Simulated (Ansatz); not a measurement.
## CdTe: projected density of states with r2SCAN+rVV10

**Measured values to compare with.**

From a printed reference work, data compilation, for a bulk crystal of CdTe at 0 K: band gap 1.607 eV.

CdTe:

```
CELL_PARAMETERS angstrom
0.00000 3.20500 3.20500
3.20500 0.00000 3.20500
3.20500 3.20500 0.00000
ATOMIC_POSITIONS crystal
Te 0.75000 0.75000 0.75000
Cd 0.00000 0.00000 0.00000
```

```yaml
Program: Ansatz 0.2.0
Task: projected density of states
Functional: r2SCAN
Dispersion: rVV10
Potentials_or_basis: all-electron PAW datasets made for the crystal
Cutoff: 240 eV (chosen from the basis error)
k_mesh: 7 × 7 × 7
Occupations: gaussian, width 0.01 eV
Spin: no spin polarisation
```

```
Pressure                : 2.4 GPa
Band gap on the k mesh  : 1.35 eV, direct
Band gap along the path : 1.35 eV, direct
```

Levels at the corners of the path, in eV from the valence-band top:
```
point  band 14  band 15  band 16  band 17  band 18  band 19  band 20  band 21  band 22
    Γ    -8.39    -8.39     0.00     0.00     0.00     1.35     5.01     5.01     5.01
    X    -8.36    -7.82    -4.52    -2.03    -2.03     2.74     2.95     9.58     9.99
    W    -8.39    -7.72    -4.38    -2.54    -2.40     4.79     4.87     6.10     6.64
    K    -8.37    -7.77    -4.41    -2.79    -1.68     3.15     4.89     7.87     8.05
    Γ    -8.39    -8.39     0.00     0.00     0.00     1.35     5.01     5.01     5.01
    L    -8.38    -7.98    -4.71    -0.84    -0.84     2.25     5.56     5.56     7.31
    U    -8.37    -7.77    -4.41    -2.79    -1.68     3.15     4.89     7.87     8.05
    W    -8.39    -7.72    -4.38    -2.54    -2.40     4.79     4.87     6.10     6.64
```

States per cell in windows of 0.5 eV (zero at the valence-band top; states under -8 eV left out):
```
from (eV)  total  Te1 p  Cd2 p  Cd2 d  Cd2 s  Te1 d  Te1 s
     -8.0   0.91   0.00   0.01   0.74   0.01   0.00   0.10
     -7.5   0.00   0.00   0.00   0.00   0.00   0.00   0.00
     -7.0   0.00   0.00   0.00   0.00   0.00   0.00   0.00
     -6.5   0.00   0.00   0.00   0.00   0.00   0.00   0.00
     -6.0   0.00   0.00   0.00   0.00   0.00   0.00   0.00
     -5.5   0.00   0.00   0.00   0.00   0.00   0.00   0.00
     -5.0   0.07   0.02   0.00   0.00   0.01   0.00   0.00
     -4.5   1.18   0.35   0.02   0.03   0.28   0.01   0.02
     -4.0   0.33   0.10   0.01   0.01   0.06   0.00   0.01
     -3.5   0.18   0.06   0.01   0.01   0.03   0.00   0.01
     -3.0   0.46   0.17   0.04   0.02   0.02   0.00   0.01
     -2.5   0.84   0.34   0.07   0.03   0.02   0.00   0.01
     -2.0   1.11   0.49   0.10   0.04   0.02   0.00   0.01
     -1.5   1.05   0.51   0.09   0.05   0.01   0.00   0.00
     -1.0   0.64   0.33   0.05   0.04   0.00   0.00   0.00
     -0.5   0.15   0.09   0.01   0.01   0.00   0.00   0.00
      0.0   0.00   0.00   0.00   0.00   0.00   0.00   0.00
      0.5   0.00   0.00   0.00   0.00   0.00   0.00   0.00
      1.0   0.00   0.00   0.00   0.00   0.00   0.00   0.00
      1.5   0.01   0.00   0.00   0.00   0.00   0.00   0.00
      2.0   0.05   0.01   0.00   0.00   0.01   0.00   0.01
      2.5   0.33   0.04   0.01   0.00   0.07   0.01   0.03
      3.0   0.98   0.12   0.05   0.02   0.19   0.05   0.05
      3.5   0.85   0.12   0.04   0.02   0.15   0.05   0.03
      4.0   0.40   0.04   0.04   0.01   0.03   0.03   0.01
      4.5   0.74   0.08   0.08   0.02   0.04   0.05   0.01
      5.0   0.74   0.08   0.09   0.02   0.03   0.06   0.00
      5.5   0.66   0.04   0.13   0.01   0.00   0.07   0.00
      6.0   1.03   0.11   0.15   0.03   0.02   0.09   0.02
      6.5   0.66   0.08   0.09   0.02   0.01   0.05   0.01
      7.0   0.70   0.09   0.09   0.02   0.01   0.06   0.01
      7.5   0.53   0.07   0.07   0.02   0.01   0.05   0.01
```

Wall time 50 s on 1 thread of AMD EPYC 7R43 64-Core Processor (Zen 3), on a shared host, peak memory 0.76 GiB.

Measured gap of CdTe: 1.607 eV (0 K; a printed reference work, data compilation). This calculation gives 1.35 eV (-0.26 eV). Spin-orbit coupling on Cd, Te is left out. The value is that of r2SCAN+rVV10, without temperature or zero-point motion.

Caveat: the program warned that the printed levels may be off, so bands, gaps and densities of states are rough; spin-orbit coupling is left out, which moves the levels of the heavy elements.
